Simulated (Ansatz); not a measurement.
A plane-wave DFT run in Ansatz 0.2.0 (scalar-relativistic PAW potentials unless the input names others): input and command.

```yaml
crystal:
  lattice:
    - [3.0919365178, 0.0, 0.0]
    - [-1.5459682589, 2.6776955713, 0.0]
    - [0.0, 0.0, 5.2772639805]
  atoms:
    - { symbol: Si, position: [0.3333333333, 0.6666666667, 0.5003980836] }
    - { symbol: Si, position: [0.6666666667, 0.3333333333, 1.0003980836] }
    - { symbol: C, position: [0.3333333333, 0.6666666667, 0.8746019164] }
    - { symbol: C, position: [0.6666666667, 0.3333333333, 0.3746019164] }
basis:
  ecutwfc: 30
kpoints:
  mp_grid: { grid: [12, 12, 6] }
hamiltonian:
  xc: pbe
scf:
  occupations: { method: gaussian, width: 0.02 }
  max_iter: 50
output:
  forces: true
  eigenvalues: true
  stress: true
relax:
  adjacent_minimum: "off"
  f_tol: 0.008
  max_steps: 40
```

```bash
ansatz run input.yaml --threads 1 --pin off --max-ram 2560MiB --backend cpu --events-out ev --progress --plain --runs-dir out
```

Abridged log:
```
Warning: output.stress: scf.convergence.dr2_threshold = 6.4e-8 eV (the default of a walk held to its f_tol) is looser than the 4e-10 eV advised for a printed stress (1e-10 eV for each atom of the cell: 4). ...
Basis set: ecut = 30 eV, 23 PW (Γ), exchange–correlation on 16×16×20 points (8 copies of the dense FFT grid, shifted against one another)
Bands: 12, of which v1, the nominal top of the filled ones, is band 8 counted from 1 (7 counted from 0)
Symmetry: 12 space group operations
k-points: 76 of 864 (time reversal used)
SCF iter   1: F=—  HF=-1731.054041 eV  |F-HF|=—  |Δ(HF+E_count)|=         —  Δρ=2.70e-1  dr2=3.83e1  ethr=1.77e-3  ⟨swp⟩=1.0  Hψ=1257  notcnv=0
SCF iter   2: F=—  HF=-1717.902605 eV  |F-HF|=—  |Δ(HF+E_count)|=    1.32e1  Δρ=1.80e-1  dr2=1.74e1  ethr=1.77e-3  ⟨swp⟩=1.1  Hψ=1275  notcnv=0
SCF iter   3: F=—  HF=-1706.452416 eV  |F-HF|=—  |Δ(HF+E_count)|=    1.15e1  Δρ=1.00e-2  dr2=5.79e-2  ethr=1.77e-3  ⟨swp⟩=2.2  Hψ=1907  notcnv=0  defer=3
SCF iter   4: F=—  HF=-1706.443582 eV  |F-HF|=—  |Δ(HF+E_count)|=   8.83e-3  Δρ=1.19e-3  dr2=7.93e-4  ethr=3.62e-4  ⟨swp⟩=1.0  Hψ=1236  notcnv=0
SCF iter   5: F=—  HF=-1706.285664 eV  |F-HF|=—  |Δ(HF+E_count)|=   1.58e-1  Δρ=1.79e-4  dr2=1.33e-5  ethr=4.96e-6  ⟨swp⟩=2.0  Hψ=1237  notcnv=0
SCF iter   6: F=-1706.285658 eV  HF=-1706.285658 eV  |F-HF|=1.53e-8  |Δ(HF+E_count)|=   5.55e-6  Δρ=2.27e-5  dr2=1.49e-7  ethr=1.00e-8  ⟨swp⟩=3.2  Hψ=2664  notcnv=0
SCF 1 converged in 6 iterations: F = -1706.285658 eV  dr2 = 1.49e-7
relax step   1: F+E_penalty+E_count = -1706.28565843 eV  Δ(F+E_penalty+E_count) = +0.000e0 eV  max|allowed force component| = 3.651e0 eV/Å  Δτ_max = 0.0000 Å  (6 SCF iters, dr2 threshold 1.60e-6 eV, accepted)
Initial density: handed on by an earlier stage of this run
Initial wavefunctions: those handed on with the density
SCF iter   1: F=—  HF=-1706.698740 eV  |F-HF|=—  |Δ(HF+E_count)|=         —  Δρ=2.20e-2  dr2=2.21e-1  ethr=1.38e-3  ⟨swp⟩=1.0  Hψ=2507  notcnv=0
SCF iter   2: F=—  HF=-1706.600452 eV  |F-HF|=—  |Δ(HF+E_count)|=   9.83e-2  Δρ=1.04e-2  dr2=4.51e-2  ethr=1.38e-3  ⟨swp⟩=1.0  Hψ=912  notcnv=0
   ...
SCF iter   2: F=—  HF=-1706.540950 eV  |F-HF|=—  |Δ(HF+E_count)|=   9.71e-2  Δρ=2.55e-3  dr2=2.68e-3  ethr=8.27e-5  ⟨swp⟩=1.0  Hψ=1250  notcnv=0
SCF iter   3: F=—  HF=-1706.539580 eV  |F-HF|=—  |Δ(HF+E_count)|=   1.37e-3  Δρ=1.37e-4  dr2=5.91e-6  ethr=1.68e-5  ⟨swp⟩=1.1  Hψ=958  notcnv=0
SCF iter   4: F=-1706.539579 eV  HF=-1706.539579 eV  |F-HF|=2.34e-8  |Δ(HF+E_count)|=   6.02e-7  Δρ=1.33e-5  dr2=6.64e-8  ethr=3.70e-8  ⟨swp⟩=2.6  Hψ=2143  notcnv=0
SCF 3 converged in 4 iterations: F = -1706.539579 eV  dr2 = 6.64e-8
relax step   3: F+E_penalty+E_count = -1706.53957893 eV  Δ(F+E_penalty+E_count) = -2.847e-2 eV  max|allowed force component| = 3.754e-3 eV/Å  Δτ_max = 0.0107 Å  (4 SCF iters, dr2 threshold 1.00e-4 eV, accepted)
SCF iter   1: F=—  HF=-1706.630651 eV  |F-HF|=—  |Δ(HF+E_count)|=         —  Δρ=1.21e-4  dr2=4.66e-6  ethr=2.91e-8  ⟨swp⟩=1.0  Hψ=2507  notcnv=0
SCF iter   2: F=—  HF=-1706.539580 eV  |F-HF|=—  |Δ(HF+E_count)|=   9.11e-2  Δρ=7.45e-5  dr2=1.99e-6  ethr=2.91e-8  ⟨swp⟩=2.5  Hψ=1661  notcnv=0
SCF iter   3: F=—  HF=-1706.539579 eV  |F-HF|=—  |Δ(HF+E_count)|=   3.61e-7  Δρ=5.03e-5  dr2=8.72e-7  ethr=1.24e-8  ⟨swp⟩=1.0  Hψ=912  notcnv=0
SCF iter   4: F=—  HF=-1706.539579 eV  |F-HF|=—  |Δ(HF+E_count)|=   2.23e-7  Δρ=2.01e-5  dr2=1.30e-7  ethr=5.45e-9  ⟨swp⟩=1.0  Hψ=912  notcnv=0
SCF iter   5: F=-1706.539579 eV  HF=-1706.539579 eV  |F-HF|=1.07e-8  |Δ(HF+E_count)|=   2.46e-8  Δρ=1.03e-5  dr2=3.41e-8  ethr=4.00e-10  ⟨swp⟩=2.5  Hψ=1931  notcnv=0
SCF 4 converged in 5 iterations: F = -1706.539579 eV  dr2 = 3.41e-8
relax step   4: F+E_penalty+E_count = -1706.53957893 eV  Δ(F+E_penalty+E_count) = -1.823e-9 eV  max|allowed force component| = 3.654e-3 eV/Å  Δτ_max = 0.0000 Å  (5 SCF iters, accepted)
SCF converged after 5 iterations
Free energy (F): -1706.539579 eV
Harris-Foulkes:  -1706.539579 eV  (|F-HF|=1.07e-8)
Internal energy: -1706.539579 eV  (E = F + TS)
E sigma→0 (E₀):  -1706.539579 eV
Fermi energy:    13.326058 eV
--- Forces (eV/Å), atoms counted from 1 ---
  atom   1  Si     0.00000000     0.00000000    -0.00533041
  atom   2  Si     0.00000000     0.00000000    -0.00533041
  atom   3  C      0.00000000     0.00000000    -0.01263745
  atom   4  C      0.00000000     0.00000000    -0.01263745
--- Stress (GPa, compression-positive) ---
      -38.380028       0.000000       0.000000
        0.000000     -38.380028       0.000000
        0.000000       0.000000     -13.393276
  P = ⅓ Tr σ = -30.0511 GPa (-300.511 kbar)
--- Relaxed structure (4 steps of the walk, 4 accepted, 0 SCFs on fresh bases) ---
  F+E_penalty+E_count = -1706.53957893 eV   max|allowed force component| = 3.654e-3 eV/Å
  atoms:
    - { symbol: Si, position: [0.33333333, 0.66666666, 0.50673407] }
    - { symbol: Si, position: [0.66666666, 0.33333333, 1.00673407] }
    - { symbol: C, position: [0.33333333, 0.66666666, 0.86826592] }
    - { symbol: C, position: [0.66666666, 0.33333333, 0.36826592] }
```

Question: What should be changed?

Answer: The fault is a cutoff far too low (basis.ecutwfc: 420 → 30, the first being the value of the sound run). Setting it back cures it. The log, from which this was withheld above, says: «Warning: basis.ecutwfc = 30 eV is below the records' recommended 420 eV, and the density's cutoff is lower with it unless basis.ecutrho_ratio is high enough to keep the records' density cutoff: compare with a run at a higher cutoff» The run converged all the same, with an energy at zero smearing 16.9 eV/atom above the reference's, pressure -30.05 GPa, largest force 0.013 eV/Å, gap on the mesh 0.35 eV, so convergence alone doesn't show that an input is right. A reference run from the same start on usual settings converged, and the end of its own relaxation has pressure -7.42 GPa, largest force 0.000 eV/Å, gap on the mesh 2.14 eV (its cell was held, or driven to that pressure on purpose).

Time: 0.98 s on 1 thread of Intel(R) Xeon(R) 6975P-C (Granite Rapids) (shared host), peak memory 0.28 GiB.